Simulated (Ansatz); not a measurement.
From the elastic tensor of ZnSe at 22 GPa (stress–strain coefficients) to moduli and sound speeds

Level of theory: DFT LDA, scalar-relativistic, plane waves, PAW in Ansatz. Cutoff 420 eV, 10×10×10 k-points (Γ-centred), fixed occupations. No spin polarisation.

It takes space group F-43m (No. 216, cubic). Conventional cell: a = 5.214 Å, b = 5.214 Å, c = 5.214 Å, α = 90.00°, β = 90.00°, γ = 90.00°. Around Zn (site symmetry -43m) lie 4 Se at 2.26 Å. Around Se (site symmetry -43m) lie 4 Zn at 2.26 Å.

The real crystal has changed phase below this pressure.

Relaxed-ion constants (GPa, on the Cartesian axes of the calculation):
C11 = 177.8, C12 = 153.6, C13 = 153.6, C22 = 177.8, C23 = 153.6, C33 = 177.8, C44 = 35.2, C55 = 35.2, C66 = 35.2 GPa; the others vanish.

Density 6.763 g/cm³; 2 atoms in 35.44 Å³.

The values that follow are for a polycrystal of randomly turned grains, by Hill's mean where one number stands. In a crystal this anisotropic the Voigt and Reuss bounds lie far apart, so Hill's mean and the sound speeds and Debye temperature from it are rough.

With S = C⁻¹: B_V = (C11+C22+C33+2(C12+C13+C23))/9, G_V = (C11+C22+C33−C12−C13−C23+3(C44+C55+C66))/15, 1/B_R = S11+S22+S33+2(S12+S13+S23), 15/G_R = 4(S11+S22+S33−S12−S13−S23)+3(S44+S55+S66); Hill is their mean. Then v_l = √((B+4G/3)/ρ), v_t = √(G/ρ), v_m = [(2/v_t³+1/v_l³)/3]^(−1/3) and Θ = (ħ/k_B)·v_m·(6π²n/V)^(1/3) for n atoms in the volume V; E = 9BG/(3B+G), ν = (3B−2G)/(2(3B+G)) and A^U = 5G_V/G_R + B_V/B_R − 6.

```json
{
 "Bulk modulus, Voigt / Reuss / Hill": "161.7 / 161.7 / 161.7 GPa",
 "Shear modulus, Voigt / Reuss / Hill": "26.0 / 20.0 / 23.0 GPa",
 "Young's modulus": "66 GPa",
 "Poisson ratio": "0.432",
 "Pugh ratio B/G": "7.04",
 "Universal anisotropy index": "1.51",
 "Longitudinal and transverse sound speeds": "5332 and 1843 m/s",
 "Debye temperature from the mean sound speed": "239 K"
}
```

Cost: 1 run of about 1.4 core-minutes, on Intel Xeon 6975P-C (Granite Rapids) (shared hosts).

Compressed zinc-blende ZnSe strongly resists a change of volume but yields easily to shear: the bulk modulus is 161.7 GPa, while C11 and C12 are nearly equal and C44 is only 35.2 GPa. Compression shortens the Zn–Se bonds and steepens their repulsion, whereas shear can proceed largely by changing bond angles. In this open, partly ionic tetrahedral network the angular forces are weak, and pressure further undermines their resistance to tetragonal shear. That shear is the softest homogeneous distortion and the source of the marked anisotropy.

The elastic stability conditions for stress–strain coefficients are nevertheless met, so the lattice withstands small uniform strains. This is compatible with a first-order transition at lower pressure, which is governed by enthalpy and need not await an elastic instability. The large Pugh ratio reflects the same contrast between compression and shear; it is no evidence of metallic bonding or of easy dislocation glide. Stability against short-wavelength phonons remains untested.
